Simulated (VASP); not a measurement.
Input of a VASP 6.6.1 run:

POSCAR

```
HgTe
1.0
    0.0000000000      3.2145000000      3.2145000000
    3.2145000000      0.0000000000      3.2145000000
    3.2145000000      3.2145000000      0.0000000000
Hg Te
1 1
Direct
    0.0000000000      0.0000000000      0.0000000000
    0.7500000000      0.7500000000      0.7500000000
```

File INCAR.step1:

```
SYSTEM = HgTe
ALGO = Fast
EDIFF = 1E-8
EDIFFG = -0.002
ENCUT = 600
IBRION = 2
ISIF = 3
ISMEAR = -1
LASPH = .True.
LCHARG = .False.
LREAL = .False.
LWAVE = .False.
NELM = 100
NSW = 40
PREC = Accurate
SIGMA = 0.05
```

File INCAR.step2:

```
SYSTEM = HgTe
ALGO = Fast
EDIFF = 1E-8
ENCUT = 600
IBRION = 6
ISIF = 2
ISMEAR = -1
LASPH = .True.
LCHARG = .False.
LREAL = .False.
LWAVE = .False.
NELM = 100
NFREE = 2
NSW = 1
POTIM = 0.015
PREC = Accurate
SIGMA = 0.05
```

Contents of KPOINTS:

```
k-points
0
Gamma
  5 5 5
  0 0 0
```

Potentials or basis: VASP PAW LDA potentials, release 64 (Hg, Te).

The run is started by

```sh
$ cat potpaw_LDA.64/Hg/POTCAR potpaw_LDA.64/Te/POTCAR > POTCAR
$ cp INCAR.step1 INCAR
$ mpirun -np 1 vasp_std > vasp.out
$ cp CONTCAR POSCAR
$ cp INCAR.step2 INCAR
$ mpirun -np 1 vasp_std > vasp.out
```

(1) Estimate the highest phonon frequency at Γ, LO-TO splitting left out.

(2) Estimate the relaxed volume.

(3) Predict the relaxed cell.

Results:

(1) 116 cm⁻¹.

(2) 33.64 Å³/atom.

(3) a = 4.565 Å, b = 4.565 Å, c = 4.565 Å, α = 60.00°, β = 60.00°, γ = 60.00°.
